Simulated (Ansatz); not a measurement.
Crystal: Nb.

```xyz
1
Lattice="-1.6640 1.6640 1.6640 1.6640 -1.6640 1.6640 1.6640 1.6640 -1.6640" Properties=species:S:1:pos:R:3 pbc="T T T"
Nb    0.0000    0.0000    0.0000
```

Base run:

- Program: Ansatz 0.2.0
- Functional: r2SCAN
- Potentials or basis: Ansatz PAW
- Cutoff: 500 eV
- Density cutoff: 2000 eV
- k mesh: 11 × 11 × 11
- Occupations: fermi-dirac, width 0.05 eV
- Spin: no spin polarisation

Its results: band gap on the k mesh none (metal or under the smearing width); pressure -3.2 GPa.

Question: The run is repeated on the same cell with these changes: functional from r2SCAN to RPBE; cutoff from 500 eV to 420 eV; density cutoff from 2000 eV to 1680 eV. What comes out?

Answer: Band gap on the k mesh none (metal or under the smearing width); pressure 0.8 GPa.

Caveats: the PAW data sets come from PBE, with cores solved anew for the run's functional, which leaves a small shift of forces and pressure; the potentials were made for another functional, which shifts forces and pressure (some runs).

Not every run made on this cell is shown here.
